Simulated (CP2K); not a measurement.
Here is a CP2K 2026.2 calculation.

File pd_scf.inp:

```
&GLOBAL
  PROJECT pd_scf
  RUN_TYPE ENERGY_FORCE
  PRINT_LEVEL LOW
&END GLOBAL
&FORCE_EVAL
  METHOD QS
  STRESS_TENSOR ANALYTICAL
  &DFT
    BASIS_SET_FILE_NAME BASIS_MOLOPT_UZH
    POTENTIAL_FILE_NAME POTENTIAL_UZH
    &MGRID
      CUTOFF 500
      REL_CUTOFF 60
      NGRIDS 4
    &END MGRID
    &QS
      METHOD GPW
      EPS_DEFAULT 1.0E-10
    &END QS
    &KPOINTS
      SCHEME MONKHORST-PACK 12 12 12
      GAMMA_CENTERED T
      SYMMETRY T
      SYMMETRY_BACKEND SPGLIB
    &END KPOINTS
    &SCF
      SCF_GUESS ATOMIC
      EPS_SCF 1.0E-6
      MAX_SCF 100
      ADDED_MOS 11
      CHOLESKY OFF
      EPS_EIGVAL 1.0E-7
      &DIAGONALIZATION ON
        ALGORITHM STANDARD
      &END DIAGONALIZATION
      &MIXING ON
        METHOD BROYDEN_MIXING
        ALPHA 0.4
        BETA 1.5
        NBUFFER 8
      &END MIXING
      &SMEAR ON
        METHOD FERMI_DIRAC
        ELECTRONIC_TEMPERATURE [K] 580.226
      &END SMEAR
    &END SCF
    &XC
      &XC_FUNCTIONAL
        &GGA_X_PBE
        &END GGA_X_PBE
        &GGA_C_PBE
        &END GGA_C_PBE
      &END XC_FUNCTIONAL
    &END XC
    &PRINT
      &KPOINTS ON
      &END KPOINTS
      &MULLIKEN ON
      &END MULLIKEN
      &MO ON
        ENERGIES T
        OCCUPATION_NUMBERS T
        &EACH
          QS_SCF 0
        &END EACH
        ADD_LAST NUMERIC
      &END MO
      &LOWDIN ON
      &END LOWDIN
      &HIRSHFELD ON
        SHAPE_FUNCTION DENSITY
      &END HIRSHFELD
    &END PRINT
  &END DFT
  &SUBSYS
    &CELL
      ABC 2.7584408219 2.7163543309 2.6875814279
      ALPHA_BETA_GAMMA 107.8818594251 112.2336483390 107.9433773182
      PERIODIC XYZ
    &END CELL
    &COORD
      Pd  0.0488676404 0.0118637924 -0.0265427222
    &END COORD
    &KIND Pd
      BASIS_SET TZVP-MOLOPT-PBE-GTH-q18
      POTENTIAL GTH-PBE-q18
    &END KIND
    &PRINT
      &ATOMIC_COORDINATES ON
      &END ATOMIC_COORDINATES
      &CELL ON
      &END CELL
    &END PRINT
  &END SUBSYS
  &PRINT
    &FORCES ON
    &END FORCES
    &STRESS_TENSOR ON
    &END STRESS_TENSOR
  &END PRINT
&END FORCE_EVAL
```

Potentials or basis: POTENTIAL_UZH Pd GTH-PBE-q18; TZVP-MOLOPT-PBE-GTH basis.

The run is started by

```sh
$ OMP_NUM_THREADS=1 cp2k.psmp -i pd_scf.inp -o pd_scf.out
```

(1) Estimate the band gap on the k mesh.

(2) Predict the pressure.

Results:

(1) none (metal or under the smearing width).

(2) 0.7 GPa.

Caveat: the basis of atomic orbitals isn't converged, which shifts pressures, moduli and gaps.
